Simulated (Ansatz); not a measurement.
Input and command of a plane-wave DFT calculation in Ansatz:

```yaml
crystal:
  lattice:
    - [-1.6735234228, 1.6735234228, 5.7139822308]
    - [1.6735234228, -1.6735234228, 5.7139822308]
    - [1.6735234228, 1.6735234228, -5.7139822308]
  atoms:
    - { symbol: Nb, position: [0.7500346828, 0.7500346828, 0.0] }
    - { symbol: Nb, position: [0.5000346828, 3.46828e-05, 0.5] }
    - { symbol: P, position: [0.3194681951, 0.3194681951, 0.0] }
    - { symbol: P, position: [0.0825938922, 0.5825938922, 0.5] }
basis:
  ecutwfc: 420
kpoints:
  mp_grid: { grid: [20, 20, 20] }
hamiltonian:
  xc: pbe
scf:
  occupations: { method: gaussian, width: 0.15 }
output:
  forces: true
  stress: true
  eigenvalues: true
```

```bash
ansatz run input.yaml --threads 2 --pin off --max-ram 5120MiB --backend cpu --events-out ev --progress --plain --runs-dir out
```

Processor: AMD EPYC 9R45 96-Core Processor (Zen 5), 2 threads, on a host shared with other jobs.

Question: Estimate time, memory and problem size.

Answer: About 18 s on 2 threads of AMD EPYC 9R45 96-Core Processor (Zen 5) (shared host), peak memory 1.7 GiB. It solves 22 bands at 1166 k points (the mesh reduced by symmetry) with about 1231 plane waves, in 6 SCF iterations.
